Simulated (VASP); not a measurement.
# WS2 (Tungstenite) (P6_3/mmc) in VASP: band structure with PBE0

Aim: the band structure of WS2 (Tungstenite) with PBE0.

Everything below comes from runs of VASP 6.6.1. Logs are shortened: lines on timing, memory, paths and dates and some standing lists are left out, and cuts for length are marked.

## (1) The crystal as given

The structure is hexagonal, space group P6_3/mmc (No. 194). Conventional cell: a = 3.180 Å, b = 3.180 Å, c = 12.500 Å, α = 90.00°, β = 90.00°, γ = 120.00°. W (site symmetry -6m2) is surrounded by 6 S at 2.41 Å. S (site symmetry 3m) has 3 W at 2.41 Å as nearest neighbours.

## (2) Band structure, PBE0

Input file POSCAR:

```
WS2
1.0
    3.1800000000      0.0000000000      0.0000000000
   -1.5900000000      2.7539607840      0.0000000000
    0.0000000000      0.0000000000     12.5000000000
W S
2 4
Direct
    0.6666666667      0.3333333333      0.7500000000
    0.3333333333      0.6666666667      0.2500000000
    0.6666666667      0.3333333333      0.3750000000
    0.3333333333      0.6666666667      0.8750000000
    0.6666666667      0.3333333333      0.1250000000
    0.3333333333      0.6666666667      0.6250000000
```

Input file INCAR.step1:

```
SYSTEM = WS2
  PREC = Accurate
  ENCUT = 520
  EDIFF = 1E-5
  ISMEAR = 0
  SIGMA = 0.02
  LREAL = .False.
  LASPH = .True.
  NELM = 100
  ALGO = Normal
  ISIF = 2
  LWAVE = .True.
  LCHARG = .False.
  LMAXMIX = 4
  GGA = PE
  KPAR = 4
```

Input file INCAR.step2:

```
SYSTEM = WS2
  PREC = Accurate
  ENCUT = 520
  EDIFF = 1E-6
  ISMEAR = 0
  SIGMA = 0.02
  LREAL = .False.
  LASPH = .True.
  NELM = 100
  ALGO = Normal
  ISIF = 2
  LWAVE = .False.
  LCHARG = .False.
  LMAXMIX = 4
  GGA = PE
  LHFCALC = .True.
  AEXX = 0.25
  PRECFOCK = Fast
  ISTART = 1
  HFRCUT = -1
  KPAR = 4
```

Input file KPOINTS:

```
Automatic mesh
0
Gamma
  6 6 2
  0 0 0
```

Input file KPOINTS_OPT:

```
path GMKGALHA,LM,KH
8
line-mode
reciprocal
 0.0000000000  0.0000000000  0.0000000000  G
 0.5000000000  0.0000000000  0.0000000000  M

 0.5000000000  0.0000000000  0.0000000000  M
 0.3333333333  0.3333333333  0.0000000000  K

 0.3333333333  0.3333333333  0.0000000000  K
 0.0000000000  0.0000000000  0.0000000000  G

 0.0000000000  0.0000000000  0.0000000000  G
 0.0000000000  0.0000000000  0.5000000000  A

 0.0000000000  0.0000000000  0.5000000000  A
 0.5000000000  0.0000000000  0.5000000000  L

 0.5000000000  0.0000000000  0.5000000000  L
 0.3333333333  0.3333333333  0.5000000000  H

 0.3333333333  0.3333333333  0.5000000000  H
 0.0000000000  0.0000000000  0.5000000000  A

 0.5000000000  0.0000000000  0.5000000000  L
 0.5000000000  0.0000000000  0.0000000000  M

 0.3333333333  0.3333333333  0.0000000000  K
 0.3333333333  0.3333333333  0.5000000000  H
```

Potentials or basis: VASP PAW PBE potentials, release 64 (W_sv, S).

Launch:

```console
$ cat potpaw_PBE.64/W_sv/POTCAR potpaw_PBE.64/S/POTCAR > POTCAR
$ cp INCAR.step1 INCAR
$ mpirun -np 4 vasp_std > vasp.out
$ cp INCAR.step2 INCAR
$ mpirun -np 4 vasp_std > vasp.out
```

OUTCAR:

```text
SYSTEM = WS2
   PREC = Accurate
   ENCUT = 520
   EDIFF = 1E-6
   ISMEAR = 0
   LREAL = .False.
   LASPH = .True.
   NELM = 100
   ISIF = 2
   GGA = PE
   LHFCALC = .True.
   AEXX = 0.25
   PRECFOCK = Fast
   ISTART = 1

 ion  position               nearest neighbor table
   1  0.667  0.333  0.750-   4 2.41   6 2.41   4 2.41   6 2.41   4 2.41   6 2.41
   2  0.333  0.667  0.250-   3 2.41   5 2.41   3 2.41   5 2.41   3 2.41   5 2.41
   3  0.667  0.333  0.375-   2 2.41   2 2.41   2 2.41
   4  0.333  0.667  0.875-   1 2.41   1 2.41   1 2.41
   5  0.667  0.333  0.125-   2 2.41   2 2.41   2 2.41
   6  0.333  0.667  0.625-   1 2.41   1 2.41   1 2.41

  LATTYP: Found a hexagonal cell.
 ALAT       =     3.1800000000
 C/A-ratio  =     3.9308176101

  Lattice vectors:

 A1 = (   3.1800000000,   0.0000000000,   0.0000000000)
 A2 = (  -1.5900000000,   2.7539607840,   0.0000000000)
 A3 = (   0.0000000000,   0.0000000000,  12.5000000000)

Analysis of symmetry for initial positions (statically):
=====================================================================
 Subroutine PRICEL returns:
 Original cell was already a primitive cell.

 Routine SETGRP: Setting up the symmetry group for a
 hexagonal supercell.

 Subroutine GETGRP returns: Found 24 space group operations
 (whereof 12 operations were pure point group operations)
 out of a pool of 24 trial point group operations.

The static configuration has the point symmetry D_3d.
 The point group associated with its full space group is D_6h.

Analysis of symmetry for dynamics (positions and initial velocities):
=====================================================================
 Subroutine PRICEL returns:
 Original cell was already a primitive cell.

 Routine SETGRP: Setting up the symmetry group for a
 hexagonal supercell.

 Subroutine GETGRP returns: Found 24 space group operations
 (whereof 12 operations were pure point group operations)
 out of a pool of 24 trial point group operations.

The dynamic configuration has the point symmetry D_3d.
 The point group associated with its full space group is D_6h.

 Subroutine INISYM returns: Found 24 space group operations
 (whereof 12 operations are pure point group operations),
 and found     1 'primitive' translations

----------------------------------------------------------------------------------------

                                     Primitive cell

  volume of cell :     109.4699

  direct lattice vectors                    reciprocal lattice vectors
     3.180000000  0.000000000  0.000000000     0.314465409  0.181556688  0.000000000
    -1.590000000  2.753960784  0.000000000     0.000000000  0.363113377  0.000000000
     0.000000000  0.000000000 12.500000000     0.000000000  0.000000000  0.080000000

  length of vectors
     3.180000000  3.180000000 12.500000000     0.363113377  0.363113377  0.080000000

  position of ions in fractional coordinates (direct lattice)
     0.666666667  0.333333333  0.750000000
     0.333333333  0.666666667  0.250000000
     0.666666667  0.333333333  0.375000000
     0.333333333  0.666666667  0.875000000
     0.666666667  0.333333333  0.125000000
     0.333333333  0.666666667  0.625000000

  ion indices of the primitive-cell ions
   primitive index   ion index
                 1           1
                 2           2
                 3           3
                 4           4
                 5           5
                 6           6

----------------------------------------------------------------------------------------

 KPOINTS: Automatic mesh

Automatic generation of k-mesh.
 Grid dimensions read from file:
 generate k-points for:    6    6    2

 Generating k-lattice:

  Cartesian coordinates                     Fractional coordinates (reciprocal lattice)
     0.052410901  0.030259448  0.000000000     0.166666667  0.000000000  0.000000000
     0.000000000  0.060518896  0.000000000     0.000000000  0.166666667  0.000000000
     0.000000000  0.000000000  0.040000000     0.000000000  0.000000000  0.500000000

  Length of vectors
     0.060518896  0.060518896  0.040000000

  Shift w.r.t. Gamma in fractional coordinates (k-lattice)
     0.000000000  0.000000000  0.000000000

 Subroutine IBZKPT returns following result:
 ===========================================

 Found     14 irreducible k-points:

 Following reciprocal coordinates:
            Coordinates               Weight
  0.000000  0.000000  0.000000      1.000000
  0.166667  0.000000  0.000000      6.000000
  0.333333  0.000000  0.000000      6.000000
  0.500000  0.000000  0.000000      3.000000
  0.166667  0.166667  0.000000      6.000000
  0.333333  0.166667  0.000000     12.000000
  0.333333  0.333333  0.000000      2.000000
  0.000000  0.000000  0.500000      1.000000
  0.166667  0.000000  0.500000      6.000000
  0.333333  0.000000  0.500000      6.000000
  0.500000  0.000000  0.500000      3.000000
  0.166667  0.166667  0.500000      6.000000
  0.333333  0.166667  0.500000     12.000000
  0.333333  0.333333  0.500000      2.000000
   k-points           NKPTS =     14   k-points in BZ     NKDIM =     72   number of bands    NBANDS=     31
   number of dos      NEDOS =    301   number of ions     NIONS =      6
   total plane-waves  NPLWV =  55296
   dimension x,y,z NGX =    24 NGY =   24 NGZ =   96
   dimension x,y,z NGXF=    48 NGYF=   48 NGZF=  192
   ions per type =               2   4
   NGX,Y,Z   is equivalent  to a cutoff of  12.55, 12.55, 12.77 a.u.
   NGXF,Y,Z  is equivalent  to a cutoff of  25.09, 25.09, 25.54 a.u.
 SYSTEM =  WS2
   PREC   = accura    normal or accurate (medium, high low for compatibility)
   ISTART =      1    job   : 0-new  1-cont  2-samecut
   ICHARG =      0    charge: 1-file 2-atom 10-const
   ISPIN  =      1    spin polarized calculation?
   LNONCOLLINEAR =      F non collinear calculations
   LSORBIT =      F    spin-orbit coupling
   LASPH  =      T    aspherical Exc in radial PAW
   ENCUT  =  520.0 eV  38.22 Ry    6.18 a.u.   5.91  5.91 23.24*2*pi/ulx,y,z
   NELM   =    100;   NELMIN=  2; NELMDL=  0     # of ELM steps
   EDIFF  = 0.1E-05   stopping-criterion for ELM
   LREAL  =      F    real-space projection
   EDIFFG = 0.1E-04   stopping-criterion for IOM
   NSW    =      0    number of steps for IOM
   IBRION =     -1    ionic relax: 0-MD 1-quasi-New 2-CG
   NFREE  =      0    steps in history (QN), initial steepest desc. (CG)
   ISIF   =      2    stress and relaxation
   ISYM   =      3    0-nonsym 1-usesym 2-fastsym
   POTIM  = 0.5000    time-step for ionic-motion
   TEBEG  =    0.0;   TEEND  =   0.0 temperature during run
   PSTRESS=    0.0 pullay stress
   NELECT =      52.0000    total number of electrons
   NUPDOWN=      -1.0000    fix difference up-down
   EMIN   =  10.00;   EMAX   =-10.00  energy-range for DOS
   EFERMI =   0.00;   METHOD = LEGACY
   ISMEAR =     0;   SIGMA  =   0.02  broadening in eV -4-tet -1-fermi 0-gaus
   EFERMI_NEDOS =   21; number of points for ismear=-14 and -15
   IALGO  =     38    algorithm
   IMIX   =      1    mixing-type and parameters
     AMIX     =   0.40;   BMIX     =  1.00
     AMIX_MAG =   1.60;   BMIX_MAG =  1.00
  volume/ion in A,a.u.               =      18.24       123.12
  Fermi-wavevector in a.u.,A,eV,Ry     =   1.277353  2.413847 22.199688  1.631631
  Thomas-Fermi vector in A             =   2.409958
   LORBIT       =      0    0 simple, 1 ext, 2 COOP (PROOUT), +10 PAW based schemes
   GGA     = PE    functional components
   LHFCALC =     T    Hartree Fock is set to
   PRECFOCK=fast      Normal, Fast or Accurate (Low or Medium for compatibility)
   ENCUT4O =  -1.0   cutoff for four orbital integrals eV
   NKREDX  =     1    reduce k-point grid by
   NKREDY  =     1    reduce k-point grid by
   NKREDZ  =     1    reduce k-point grid by
   AEXX    =    0.2500 exact exchange contribution
   HFSCREEN=    0.0000 screening length (either q_TF or 0.3 A-1)
   HFSCREENC=   0.0000 screening length for correlation (either q_TF or 0.3 A-1)
   ENCUTFOCK=  -1.0 apply spherical cutoff to Coloumb kernel
   IVDW    =     0    specifies the selected vdW correction
   LEPSILON=     F    determine dielectric tensor
   LRPA    =     F    only Hartree local field effects (RPA)
 non-spin polarized calculation
 Gauss-broadening in eV      SIGMA  =   0.02
  energy-cutoff  :      520.00
  volume of cell :      109.47
 maximum number of plane-waves:      2976
 NGX is ok and might be reduce to    24
  NGX = 14; NGY = 14; NGZ = 56

 number of electron      52.0000006 magnetization

 Free energy of the ion-electron system (eV)
  ---------------------------------------------------
  ext. energy  EPLUGINS =         0.00000000
  ---------------------------------------------------
  free energy    TOTEN  =       -60.63837760 eV

  energy without entropy =      -60.63837760  energy(sigma->0) =      -60.63837760

 E-fermi :   6.7158     XC(G=0):  -8.4923

 val. band max:        6.4305695628   @ k =   0.0000   0.0000   0.0000
 cond. band min:       8.6908010598   @ k =   0.1667   0.1667   0.0000
 fundamental gap:      2.2602314970
 Fermi energy:         6.7158028447

 k-point     1 :       0.0000    0.0000    0.0000
  band No.  band energies     occupation
      1     -72.3474      2.00000
      2     -72.3472      2.00000
      3     -35.1247      2.00000
      4     -35.1243      2.00000
      5     -34.9355      2.00000
      6     -34.9355      2.00000
[... 23 lines left out ...]
     30      10.0906      0.00000
     31      10.1364      0.00000

 k-point     2 :       0.1667    0.0000    0.0000
  band No.  band energies     occupation
      1     -72.3401      2.00000
      2     -72.3399      2.00000
      3     -35.1082      2.00000
      4     -35.1079      2.00000
      5     -35.0387      2.00000
      6     -35.0384      2.00000
[... 23 lines left out ...]
     30       9.9635      0.00000
     31       9.9947      0.00000

 k-point     3 :       0.3333    0.0000    0.0000
  band No.  band energies     occupation
      1     -72.3290      2.00000
      2     -72.3288      2.00000
      3     -35.2471      2.00000
      4     -35.2469      2.00000
      5     -35.0695      2.00000
      6     -35.0690      2.00000
[... 363 lines left out ...]
     30      10.4384      0.00000
     31      11.0903      0.00000

 k-point    14 :       0.3333    0.3333    0.5000
  band No.  band energies     occupation
      1     -72.3199      2.00000
      2     -72.3197      2.00000
      3     -35.2357      2.00000
      4     -35.2355      2.00000
      5     -35.2075      2.00000
      6     -35.2073      2.00000
[... 23 lines left out ...]
     30      10.5239      0.00000
     31      11.3265      0.00000

------------------------ aborting loop because EDIFF is reached ----------------------------------------

  FORCE on cell =-STRESS in cart. coord.  units (eV):
  Direction    XX          YY          ZZ          XY          YZ          ZX
  --------------------------------------------------------------------------------------
  -------------------------------------------------------------------------------------
  Total       -2.2901702     -2.2901702     -1.0475094      0.0000000     -0.0000000      0.0000000
  in kB      -33.5184144    -33.5184144    -15.3311110      0.0000000     -0.0000000      0.0000000
  external PRESSURE =     -27.4559800 kB  Pullay stress =       0.0000000 kB

 VOLUME and BASIS-vectors are now :
 -----------------------------------------------------------------------------
  energy-cutoff  :      520.00
  volume of cell :      109.47
      direct lattice vectors                 reciprocal lattice vectors
     3.180000000  0.000000000  0.000000000     0.314465409  0.181556688  0.000000000
    -1.590000000  2.753960784  0.000000000     0.000000000  0.363113377  0.000000000
     0.000000000  0.000000000 12.500000000     0.000000000  0.000000000  0.080000000

 POSITION                                       TOTAL-FORCE (eV/Angst)
 -----------------------------------------------------------------------------------
      1.59000      0.91799      9.37500         0.000000      0.000000      0.000000
     -0.00000      1.83597      3.12500        -0.000000     -0.000000      0.000000
      1.59000      0.91799      4.68750         0.000000      0.000000     -0.390639
     -0.00000      1.83597     10.93750        -0.000000     -0.000000     -0.390639
      1.59000      0.91799      1.56250         0.000000      0.000000      0.390639
     -0.00000      1.83597      7.81250        -0.000000     -0.000000      0.390639
 -----------------------------------------------------------------------------------
    total drift:                               -0.000010     -0.000006     -0.000002

  FREE ENERGIE OF THE ION-ELECTRON SYSTEM (eV)
  ---------------------------------------------------
  free  energy   TOTEN  =       -60.6383775998 eV

  energy  without entropy=      -60.6383775998  energy(sigma->0) =      -60.63837760
```

It took 1.8 h on 4 MPI ranks of Intel Xeon Platinum 8488C (Sapphire Rapids), shared host; peak memory 0.34 GiB.

Results:

| Property | Result |
| --- | --- |
| Free energy | -60.6384 eV |
| Pressure | -2.7 GPa |
| Largest force | 0.391 eV/Å |
| Band gap on the k mesh | 2.26 eV, indirect (least direct gap 2.92 eV) |
| Band gap along the path | 2.28 eV, indirect (least direct gap 2.92 eV) |

Forces in eV/Å, atoms in the order of the input:
```
W    0.000  0.000  0.000
W    0.000  0.000  0.000
S    0.000  0.000 -0.391
S    0.000  0.000 -0.391
S    0.000  0.000  0.391
S    0.000  0.000  0.391
```

Levels at the corners of the path, in eV from the valence-band top:
| point | band 23 | band 24 | band 25 | band 26 | band 27 | band 28 | band 29 | band 30 |
| --- | --- | --- | --- | --- | --- | --- | --- | --- |
| Γ | -2.54 | -1.92 | -1.21 | 0.00 | 3.65 | 3.66 | 3.68 | 3.71 |
| M | -2.35 | -2.17 | -1.95 | -1.76 | 3.58 | 3.62 | 3.96 | 4.21 |
| M | -2.35 | -2.17 | -1.95 | -1.76 | 3.58 | 3.62 | 3.96 | 4.21 |
| K | -3.41 | -3.41 | -0.78 | -0.59 | 2.33 | 2.33 | 3.57 | 4.80 |
| K | -3.41 | -3.41 | -0.78 | -0.59 | 2.33 | 2.33 | 3.57 | 4.80 |
| Γ | -2.54 | -1.92 | -1.21 | 0.00 | 3.65 | 3.66 | 3.67 | 3.70 |
| Γ | -2.54 | -1.92 | -1.21 | 0.00 | 3.65 | 3.66 | 3.67 | 3.72 |
| A | -2.56 | -2.56 | -0.36 | -0.36 | 3.64 | 3.65 | 3.67 | 3.76 |
| A | -2.56 | -2.56 | -0.36 | -0.36 | 3.64 | 3.65 | 3.66 | 3.75 |
| L | -2.26 | -2.26 | -1.84 | -1.84 | 3.60 | 3.60 | 4.11 | 4.11 |
| L | -2.26 | -2.26 | -1.84 | -1.84 | 3.60 | 3.60 | 4.11 | 4.11 |
| H | -3.56 | -3.56 | -0.69 | -0.69 | 2.33 | 2.33 | 4.09 | 4.10 |
| H | -3.56 | -3.56 | -0.69 | -0.69 | 2.33 | 2.33 | 4.09 | 4.09 |
| A | -2.56 | -2.56 | -0.36 | -0.36 | 3.64 | 3.65 | 3.67 | 3.72 |
| L | -2.26 | -2.26 | -1.84 | -1.84 | 3.60 | 3.60 | 4.11 | 4.11 |
| M | -2.35 | -2.17 | -1.95 | -1.76 | 3.58 | 3.62 | 3.96 | 4.21 |
| K | -3.41 | -3.41 | -0.78 | -0.59 | 2.33 | 2.33 | 3.57 | 4.80 |
| H | -3.56 | -3.56 | -0.69 | -0.69 | 2.33 | 2.33 | 4.09 | 4.10 |

Caveat: the PAW data sets were made with another functional, which shifts forces and pressure a little; spin-orbit coupling is left out, which moves the levels of the heavy elements; this functional lacks dispersion, which binds the layers, so the pressure and a relaxed spacing across them are unreliable.
